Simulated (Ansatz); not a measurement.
ZrO₂:
```yaml
crystal:
  lattice:
    - [0.00000, 2.53201, 2.53201]
    - [2.53201, 0.00000, 2.53201]
    - [2.53201, 2.53201, 0.00000]
  atoms:
    - { symbol: Zr, position: [0.00000, 0.00000, 0.00000] }
    - { symbol: O, position: [0.25000, 0.25000, 0.25000] }
    - { symbol: O, position: [0.75000, 0.75000, 0.75000] }
```

Cartesian axes are those of the cell as given.

Task: Give the high-frequency dielectric tensor and the Born effective charge tensors of the independent atoms from DFPT, DFT-PBEsol in the program Ansatz with PAW potentials.

Result: 
ε∞:
```
5.85  0.00  0.00
0.00  5.85  0.00
0.00  0.00  5.85
```
Z* of atom 1 (Zr), rows: field, columns: displacement, in e:
```
5.74  0.00  0.00
0.00  5.74  0.00
0.00  0.00  5.74
```
Z* of atom 2 (O), rows: field, columns: displacement, in e:
```
-2.87   0.00   0.00
 0.00  -2.87   0.00
 0.00   0.00  -2.87
```

Space group Fm-3m (fluorite). This is a known high-temperature phase of the composition, computed here at zero pressure and temperature. The PBEsol relaxation kept the symmetry of its start; whether a distortion lowers the energy is not shown. No spin polarisation was allowed. Scalar-relativistic: spin–orbit coupling is off unless named, which matters more the heavier the elements.

Potentials: the later of the program's two PAW sets.
